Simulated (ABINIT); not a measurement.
# WS2 in ABINIT: settings compared

The runs below take WS2 through band structure, with RPBE, PBEsol, LDA, revPBE.

All numbers are computed with ABINIT 10.8.3 (patched build); they aren't measurements. Logs are shortened: lines on timing, memory, paths and dates and some standing lists are left out, and cuts for length are marked. The log counts tension as positive stress, the text compression.

**1. The slab as given**

The cell holds a slab with vacuum, 3 atoms: a = 3.184 Å, b = 3.184 Å, c = 16.951 Å, α = 90.00°, β = 90.00°, γ = 120.00°.

**2. Band structure, RPBE**

Input file run.abi:

```
ndtset 2

pp_dirpath "./"
pseudos "W.GGA_PBE-JTH.xml, S.GGA_PBE-JTH.xml"

acell 6.0159740246 6.0159740245 32.0319498662
rprim
     1.0000000000     0.0000000000     0.0000000000
    -0.5000000000     0.8660254038     0.0000000000
     0.0000000000     0.0000000000     1.0000000000
ntypat 2
znucl 74 16
natom 3
typat 1 2 2
xred
     0.0000000000     0.0000000000     0.0000000000
     0.3333333333     0.6666666667     0.0920005100
     0.3333333333     0.6666666667     0.9079994900

ecut 20.0
pawecutdg 40.0

ixc 15

occopt 3
tsmear 0.00183747

nstep 100

iomode 3
prtwf 0
prteig 0
prtebands 0
enunit 1
prtden1 1

kptopt1 1
ngkpt1 10 10 2
nshiftk1 1
shiftk1 0.0 0.0 0.0
nband1 17
tolvrs1 1.0e-9

iscf2 -2
getden2 1
nband2 23
nbdbuf2 4
tolwfr2 1.0e-11
kptopt2 -7
ndivsm2 6
prteig2 1
kptbounds2
     0.0000000000     0.0000000000     0.0000000000
     0.5000000000     0.0000000000     0.0000000000
     0.3333333333     0.3333333333     0.0000000000
     0.0000000000     0.0000000000     0.0000000000
     0.0000000000     0.0000000000     0.5000000000
     0.5000000000     0.0000000000     0.5000000000
     0.3333333333     0.3333333333     0.5000000000
     0.0000000000     0.0000000000     0.5000000000
```

Potentials or basis: JTH PAW PBE v2.0.

The run is started by

```bash
abinit run.abi > log 2>&1
```

run.abo:

```text
.Version 10.8.3 of ABINIT
 DATASET    1 : space group P-6 m 2 (#187); Bravais hP (primitive hexag.)
================================================================================
 Values of the parameters that define the memory need for DATASET  1.
     intxc =       0    ionmov =       0      iscf =      17    lmnmax =      18
     lnmax =       6     mgfft =     135  mpssoang =       3    mqgrid =    9120
     natom =       3  nloc_mem =       2    nspden =       1   nspinor =       1
    nsppol =       1      nsym =      12    n1xccc =       1    ntypat =       2
    occopt =       3   xclevel =       2
       mpw =        4334          nfft =       98415          nkpt =          28
 PAW method is used; the additional fine FFT grid is defined by:
   mgfftf=       192    nfftf =    248832
================================================================================
================================================================================

 DATASET    2 : space group P-6 m 2 (#187); Bravais hP (primitive hexag.)
================================================================================
 Values of the parameters that define the memory need for DATASET  2.
     intxc =       0    ionmov =       0      iscf =      -2    lmnmax =      18
     lnmax =       6     mgfft =     135  mpssoang =       3    mqgrid =    9120
     natom =       3  nloc_mem =       2    nspden =       1   nspinor =       1
    nsppol =       1      nsym =      12    n1xccc =       1    ntypat =       2
    occopt =       3   xclevel =       2
       mpw =        4344          nfft =       98415          nkpt =         209
 PAW method is used; the additional fine FFT grid is defined by:
   mgfftf=       192    nfftf =    248832
================================================================================
================================================================================

--------------------------------------------------------------------------------
------------- Echo of variables that govern the present computation ------------
--------------------------------------------------------------------------------
 -outvars: echo values of preprocessed input variables --------
            acell      6.0159740246E+00  6.0159740245E+00  3.2031949866E+01 Bohr
              amu      1.83850000E+02  3.20660000E+01
             ecut      2.00000000E+01 Hartree
           enunit           1
           getden1          0
           getden2          1
             iscf1         17
             iscf2         -2
                       outvar_i_n : Printing only first  50 k-points.
              ixc          15
           jdtset        1    2
                       outvar_i_n : Printing only first  50 k-points.
           kptopt1          1
           kptopt2         -7
         kptrlatt       10    0    0      0   10    0      0    0    2
          kptrlen1     6.01597402E+01
          kptrlen2     3.00000000E+01
            natom           3
            nband1         17
            nband2         23
           nbdbuf1          0
           nbdbuf2          4
           ndtset           2
           ndivsm1          0
           ndivsm2          6
            ngfft          27      27     135
          ngfftdg          36      36     192
             nkpt1         28
             nkpt2        209
            nstep         100
             nsym          12
           ntypat           2
           occopt           3
        pawecutdg      4.00000000E+01 Hartree
         pawxcdev           0
        prtebands           0
           prteig1          0
           prteig2          1
            prtwf           0
            rprim      1.0000000000E+00  0.0000000000E+00  0.0000000000E+00
                      -5.0000000000E-01  8.6602540380E-01  0.0000000000E+00
                       0.0000000000E+00  0.0000000000E+00  1.0000000000E+00
           shiftk1     0.00000000E+00  0.00000000E+00  0.00000000E+00
           shiftk2     5.00000000E-01  5.00000000E-01  5.00000000E-01
          spgroup         187
           tolvrs1     1.00000000E-09
           tolvrs2     0.00000000E+00
           tolwfr1     0.00000000E+00
           tolwfr2     1.00000000E-11
           tsmear      1.83747000E-03 Hartree
            typat      1  2  2
           useylm           1
                       outvars : Printing only first  50 k-points.
           xangst      0.0000000000E+00  0.0000000000E+00  0.0000000000E+00
                       1.7639339572E-11  1.8380040234E+00  1.5594618096E+00
                       1.7639339572E-11  1.8380040234E+00  1.5391116069E+01
            xcart      0.0000000000E+00  0.0000000000E+00  0.0000000000E+00
[... 262 lines left out ...]

 getcut: wavevector=  0.0000  0.0000  0.0000  ngfft=  27  27 135
         ecut(hartree)=     20.000   => boxcut(ratio)=   2.07798

 Fine grid specifications (used for densities):

 getcut: wavevector=  0.0000  0.0000  0.0000  ngfft=  36  36 192
         ecut(hartree)=     40.000   => boxcut(ratio)=   2.10185
--------------------------------------------------------------------------------

================================================================================
 Non-SCF case, kpt    1 (  0.00000  0.00000  0.00000), residuals and eigenvalues=
  5.94E-12  7.33E-12  6.58E-12  3.95E-12  4.87E-12  4.07E-12  6.14E-12  2.24E-12
  3.26E-12  5.49E-12  5.39E-12  6.00E-12  5.21E-12  3.84E-12  5.68E-12  4.35E-12
  9.56E-12  5.46E-12  6.80E-12  5.23E-12  8.19E-12  2.50E-10  5.94E-06
 -2.7635E+00 -1.4488E+00 -1.4436E+00 -1.4436E+00 -5.8558E-01 -5.2392E-01
 -2.7487E-01 -1.4800E-01 -1.4800E-01 -1.1776E-01 -1.0221E-01 -1.0221E-01
 -4.1534E-02  6.4745E-02  6.4745E-02  7.1115E-02  7.1115E-02  1.3734E-01
  1.5397E-01  1.5982E-01  1.9577E-01  2.5417E-01  2.7789E-01
 Non-SCF case, kpt    2 (  0.01351  0.00000  0.00000), residuals and eigenvalues=
  6.39E-12  5.19E-12  4.55E-12  8.15E-12  8.45E-12  2.55E-12  3.30E-12  7.47E-12
  2.58E-12  6.84E-12  9.30E-12  6.92E-12  8.25E-12  5.17E-12  7.57E-12  8.19E-12
[... 1647 lines left out ...]
  3.23E-12  6.16E-12  2.34E-12  3.97E-12  7.13E-12  7.14E-12  3.81E-12  3.62E-12
  9.62E-12  8.71E-12  5.88E-12  3.42E-12  3.22E-12  1.82E-10  4.84E-07
 -2.7635E+00 -1.4488E+00 -1.4436E+00 -1.4436E+00 -5.8547E-01 -5.2388E-01
 -2.7474E-01 -1.4831E-01 -1.4790E-01 -1.1844E-01 -1.0240E-01 -1.0171E-01
 -4.1590E-02  6.4617E-02  6.4964E-02  7.0796E-02  7.1007E-02  1.4118E-01
  1.4496E-01  1.6733E-01  1.9542E-01  2.4958E-01  2.7809E-01
 Non-SCF case, kpt  209 (  0.00000  0.00000  0.50000), residuals and eigenvalues=
  9.13E-12  8.46E-12  7.70E-12  7.75E-12  5.05E-12  9.06E-12  6.55E-12  5.35E-12
  7.34E-12  3.39E-12  3.08E-12  3.07E-12  8.38E-12  6.10E-12  8.57E-12  9.24E-12
  3.61E-12  5.95E-12  4.44E-12  4.13E-12  4.41E-12  8.40E-10  1.98E-06
 -2.7635E+00 -1.4488E+00 -1.4436E+00 -1.4436E+00 -5.8558E-01 -5.2392E-01
 -2.7487E-01 -1.4800E-01 -1.4800E-01 -1.1776E-01 -1.0221E-01 -1.0221E-01
 -4.1537E-02  6.4742E-02  6.4742E-02  7.1114E-02  7.1114E-02  1.4081E-01
  1.4482E-01  1.6697E-01  1.9529E-01  2.4944E-01  2.7760E-01

--- !ResultsGS
iteration_state: {dtset: 2, }
comment   : Summary of ground state results
lattice_vectors:
- [  6.0159740,   0.0000000,   0.0000000, ]
- [ -3.0079870,   5.2099863,   0.0000000, ]
- [  0.0000000,   0.0000000,  32.0319499, ]
lattice_lengths: [   6.01597,    6.01597,   32.03195, ]
lattice_angles: [ 90.000,  90.000, 120.000, ] # degrees, (23, 13, 12)
lattice_volume:   1.0039820E+03
convergence: {deltae:  0.000E+00, res2:  0.000E+00, residm:  9.997E-12, diffor:  0.000E+00, }
etotal    :  -8.96305583E+01
entropy   :   0.00000000E+00
fermie    :  -5.70588319E-03
cartesian_stress_tensor: null
pressure_GPa: null
xred      :
- [  0.0000E+00,   0.0000E+00,   0.0000E+00,  W]
- [  3.3333E-01,   6.6667E-01,   9.2001E-02,  S]
- [  3.3333E-01,   6.6667E-01,   9.0800E-01,  S]
cartesian_forces: null
force_length_stats: {min: null, max: null, mean: null, }
...

 Integrated electronic density in atomic spheres:
 ------------------------------------------------
 Atom  Sphere_radius  Integrated_density
    1        2.41189         11.72049303
    2        1.90380          3.61497845
    3        1.90380          3.61497845

================================================================================

 ----iterations are completed or convergence reached----

 Mean square residual over all n,k,spin=   58.960E-13; max=  99.970E-13
 reduced coordinates (array xred) for    3 atoms
       0.000000000000      0.000000000000      0.000000000000
       0.333333333333      0.666666666667      0.092000510000
       0.333333333333      0.666666666667      0.907999490000

 cartesian coordinates (angstrom) at end:
    1      0.00000000000000     0.00000000000000     0.00000000000000
    2      0.00000000001764     1.83800402340142     1.55946180961497
    3      0.00000000001764     1.83800402340142    15.39111606886600
 length scales=  6.015974024600  6.015974024500 32.031949866200 bohr
              =  3.183516353043  3.183516352990 16.950577878481 angstroms
 Eigenvalues (   eV  ) for nkpt= 209  k points:
 kpt#   1, nband= 23, wtk=  1.00000, kpt=  0.0000  0.0000  0.0000 (reduced coord)
 -75.19897  -39.42419  -39.28293  -39.28293  -15.93432  -14.25653   -7.47954   -4.02737
  -4.02737   -3.20433   -2.78128   -2.78128   -1.13020    1.76180    1.76180    1.93513
   1.93513    3.73727    4.18967    4.34886    5.32722    6.91630    7.56175
 kpt#   2, nband= 23, wtk=  1.00000, kpt=  0.0135  0.0000  0.0000 (reduced coord)
 -75.19894  -39.42408  -39.28354  -39.28307  -15.93127  -14.25545   -7.47590   -4.03573
  -4.02438   -3.22319   -2.78635   -2.76756   -1.13160    1.75831    1.76789    1.92637
   1.93223    3.74547    4.19334    4.35971    5.33209    6.91961    7.57547
 kpt#   3, nband= 23, wtk=  1.00000, kpt=  0.0270  0.0000  0.0000 (reduced coord)
 -75.19885  -39.42375  -39.28538  -39.28350  -15.92214  -14.25220   -7.46503   -4.06063
  -4.01544   -3.27352   -2.80141   -2.73258   -1.13597    1.74828    1.78602    1.90074
   1.92352    3.76919    4.20435    4.39237    5.34675    6.92951    7.61605
 kpt#   4, nband= 23, wtk=  1.00000, kpt=  0.0405  0.0000  0.0000 (reduced coord)
 -75.19870  -39.42321  -39.28842  -39.28420  -15.90695  -14.24681   -7.44696   -4.10143
  -4.00059   -3.34419   -2.82610   -2.68767   -1.14347    1.73290    1.81576    1.86013
   1.90931    3.80605    4.22265    4.44716    5.37134    6.94597    7.68237
 kpt#   5, nband= 23, wtk=  1.00000, kpt=  0.0541  0.0000  0.0000 (reduced coord)
[... 805 lines left out ...]
  -4.00097   -3.34254   -2.82672   -2.68764   -1.14344    1.73275    1.81551    1.86136
   1.90937    3.91609    3.97350    4.63262    5.34549    6.82269    7.67159
 kpt# 207, nband= 23, wtk=  1.00000, kpt=  0.0155  0.0155  0.5000 (reduced coord)
 -75.19885  -39.42378  -39.28534  -39.28350  -15.92229  -14.25226   -7.46523   -4.06018
  -4.01561   -3.27273   -2.80146   -2.73292   -1.13604    1.74835    1.78575    1.90127
   1.92360    3.87066    3.95539    4.58265    5.32814    6.80325    7.60682
 kpt# 208, nband= 23, wtk=  1.00000, kpt=  0.0078  0.0078  0.5000 (reduced coord)
 -75.19894  -39.42410  -39.28354  -39.28308  -15.93131  -14.25546   -7.47597   -4.03565
  -4.02447   -3.22298   -2.78638   -2.76774   -1.13172    1.75833    1.76775    1.92646
   1.93219    3.84163    3.94450    4.55321    5.31771    6.79150    7.56709
 kpt# 209, nband= 23, wtk=  1.00000, kpt=  0.0000  0.0000  0.5000 (reduced coord)
 -75.19897  -39.42421  -39.28294  -39.28294  -15.93433  -14.25653   -7.47955   -4.02741
  -4.02741   -3.20435   -2.78138   -2.78138   -1.13029    1.76173    1.76173    1.93510
   1.93510    3.83163    3.94086    4.54350    5.31423    6.78758    7.55380

== END DATASET(S) ==============================================================
================================================================================

 -outvars: echo values of variables after computation  --------
            acell      6.0159740246E+00  6.0159740245E+00  3.2031949866E+01 Bohr
           etotal1    -8.9630558328E+01
            fcart1    -0.0000000000E+00 -2.9286685134E-28 -0.0000000000E+00
                      -4.4758258798E-29 -8.6137309214E-30  8.8773623985E-03
                       4.4758258798E-29  3.0148058226E-28 -8.8773623985E-03
            rprim      1.0000000000E+00  0.0000000000E+00  0.0000000000E+00
                      -5.0000000000E-01  8.6602540380E-01  0.0000000000E+00
                       0.0000000000E+00  0.0000000000E+00  1.0000000000E+00
           strten1    -4.7459845243E-05 -4.7459845246E-05 -4.9802019005E-05
                       0.0000000000E+00  0.0000000000E+00 -1.2798771038E-14
           xangst      0.0000000000E+00  0.0000000000E+00  0.0000000000E+00
                       1.7639339572E-11  1.8380040234E+00  1.5594618096E+00
                       1.7639339572E-11  1.8380040234E+00  1.5391116069E+01
             xred      0.0000000000E+00  0.0000000000E+00  0.0000000000E+00
                       3.3333333333E-01  6.6666666667E-01  9.2000510000E-02
                       3.3333333333E-01  6.6666666667E-01  9.0799949000E-01
 Calculation completed.
```

It took 10 min on 1 thread of Arm Neoverse V1, shared host; peak memory 0.5 GiB.

Results:

| Item | Value |
| --- | --- |
| Free energy | -2438.9717 eV |
| Largest force | 0.456 eV/Å |
| Band gap on the k mesh | 2.01 eV, indirect (least direct gap 2.16 eV) |
| Band gap along the path | 1.80 eV, direct |
| Valence electrons inside the program's atomic spheres | W 11.72; S 3.62 |

Forces in eV/Å, atoms in the order of the input:
```
W    0.000  0.000  0.000
S    0.000  0.000  0.456
S    0.000  0.000 -0.456
```

Levels at the corners of the path, in eV from the valence-band top:
| point | band 10 | band 11 | band 12 | band 13 | band 14 | band 15 | band 16 | band 17 |
| --- | --- | --- | --- | --- | --- | --- | --- | --- |
| Γ | -2.08 | -1.66 | -1.66 | 0.00 | 2.89 | 2.89 | 3.06 | 3.06 |
| M | -3.44 | -2.11 | -1.31 | -0.93 | 2.85 | 3.32 | 4.09 | 4.76 |
| K | -3.93 | -3.24 | -2.37 | 0.00 | 1.80 | 3.42 | 4.07 | 5.58 |
| Γ | -2.08 | -1.66 | -1.66 | 0.00 | 2.89 | 2.89 | 3.06 | 3.06 |
| A | -2.08 | -1.66 | -1.66 | 0.00 | 2.89 | 2.89 | 3.06 | 3.06 |
| L | -3.44 | -2.11 | -1.31 | -0.93 | 2.85 | 3.32 | 4.09 | 4.76 |
| H | -3.93 | -3.24 | -2.37 | 0.00 | 1.80 | 3.42 | 4.07 | 5.58 |
| A | -2.08 | -1.66 | -1.66 | 0.00 | 2.89 | 2.89 | 3.06 | 3.06 |

Caveat: the PAW data sets were made with another functional, which shifts forces and pressure a little; spin-orbit coupling is left out, which moves the levels of the heavy elements. Expect the measured gap to be larger: semilocal functionals such as RPBE lack the derivative discontinuity.

[end of part 1 of 3]
